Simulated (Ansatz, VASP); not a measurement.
HfN in VASP and in Ansatz

Contents of INCAR:

```
SYSTEM = HfN
PREC = Accurate
ENCUT = 520
EDIFF = 1E-6
ISMEAR = -1
SIGMA = 0.05
LREAL = .FALSE.
LASPH = .TRUE.
NELM = 100
ALGO = Normal
ISIF = 2
LWAVE = .FALSE.
LCHARG = .TRUE.
GGA = PS
LELF = .TRUE.
LVHAR = .TRUE.
NBANDS = 14
```

The input KPOINTS:

```
regular mesh
0
G
  10 10 10
  0 0 0
```

POSCAR

```
HfN
1.0
    0.0000000000      2.2709408328      2.2709408328
    2.2709408328      0.0000000000      2.2709408328
    2.2709408328      2.2709408328      0.0000000000
Hf N
1 1
Direct
    0.0000000000      0.0000000000      0.0000000000
    0.5000000000      0.5000000000      0.5000000000
```

Contents of input.yaml:

```yaml
crystal:
  lattice:
    - [0.0, 2.2709408328, 2.2709408328]
    - [2.2709408328, 0.0, 2.2709408328]
    - [2.2709408328, 2.2709408328, 0.0]
  atoms:
    - { symbol: Hf, position: [0.0, 0.0, 0.0] }
    - { symbol: "N", position: [0.5, 0.5, 0.5] }
kpoints:
  mp_grid: { grid: [10, 10, 10] }
scf:
  occupations: { method: fermi_dirac, width: 0.05 }
hamiltonian:
  xc: pbesol
  pseudopotentials: { kind: all_electron, lapw: { basis_error: 0.0005 } }
output:
  forces: true
  stress: true
  eigenvalues: true
```

Change from the starting cell: volume scaled by 1.02.

Alike in both runs: task single point; functional PBEsol; k mesh 10 × 10 × 10; occupations fermi-dirac, width 0.05 eV; no spin polarisation.

|  | VASP | Ansatz |
| --- | --- | --- |
| version | VASP 6.6.1 | Ansatz 0.2.0 |
| potentials or method | VASP PAW PBE potentials, release 64 (Hf_pv, N) | all-electron LAPW, scalar-relativistic |
| plane-wave cutoff (eV) | 520 | see its input |

Ansatz gave:

```
gap on the k mesh at the Fermi level (eV) : none
pressure (GPa)                            : -7.1
```

Question: Which values does VASP return?

Answer: gap on the k mesh at the Fermi level (eV): none; pressure (GPa): -9.3.

A gap of «none» marks a metal or a gap that the smearing closes. Ansatz ran all-electron here, so the differences hold the error of VASP's frozen core and of both bases.

Caveats: the PAW data sets were made with another functional, which shifts forces and pressure a little (VASP). The runs have no spin-orbit coupling, so splittings on Hf are missing.
